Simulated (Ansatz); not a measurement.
# Si, diamond: band edges under a change of volume

How fast do the gaps move when the cell is scaled evenly?

Calculated with Ansatz 0.2.0, PBEsol, PAW files of the set soft_1, cutoff 600 eV, Fermi–Dirac smearing 0.02 eV, k-mesh 9×9×9, no spin polarisation, no spin-orbit coupling.

Reference cell, relaxed at zero pressure with PBEsol (Fd-3m): a = 3.8420 Å, b = 3.8420 Å, c = 3.8420 Å, α = 60.00°, β = 60.00°, γ = 60.00°.

```csv
atom,x,y,z
Si,0.5000,0.5000,0.5000
Si,0.7500,0.7500,0.7500
```

Levels are read on the k-mesh and along lines from Γ to X = (0.5, 0, 0.5), L = (0.5, 0.5, 0.5), K = (0.375, 0.375, 0.75) and W = (0.5, 0.25, 0.75) in the reciprocal basis of this cell (the letters only name these points), and count from the highest filled level.

```csv
ln(V/V0),gap (eV),direct gap at Γ (eV),lowest empty along Γ–X (Γ left out) (eV),lowest empty at K (eV),lowest empty at L (eV)
−0.0619,0.347,2.541,0.347,1.003,1.678
−0.0408,0.388,2.534,0.388,1.037,1.603
−0.0202,0.428,2.527,0.428,1.069,1.530
0.0000,0.465,2.519,0.465,1.098,1.459
0.0198,0.500,2.511,0.500,1.125,1.389
0.0583,0.565,2.494,0.565,1.173,1.254
```

**Question.** Fit the direct gap at Γ and give it at ln(V/V0) = 0.0392, a row left out above.

A straight line through the 6 rows: the means are −0.007467 for ln(V/V0) and 2.521 for the level, Σ(Δx)² = 0.009361 and ΣΔxΔy = −0.003662, so the slope is −0.003662/0.009361 = −0.3912 and the intercept 2.521 − (−0.3912)(−0.007467) = 2.5181.

The slope is the volume deformation potential of this gap, −0.39 eV, as a mean over the range. The line gives 2.503 eV. The run itself gives 2.502 eV, so the estimate misses by 0.001 eV, a rounding's worth.

The rows curve: the slope runs from −0.33 between the first two to −0.44 eV between the last two, so the line is a mean over the range.

The gap lies below the direct one at Γ in every row. Semilocal functionals give gaps that are too small, and the error differs from valley to valley, so the order of close valleys can be wrong too.

[Logs are printed without paths, hosts, clocks, repeated set-up lines and the standing remarks that a program may print on its own settings, such as how far it seeks lower states.]
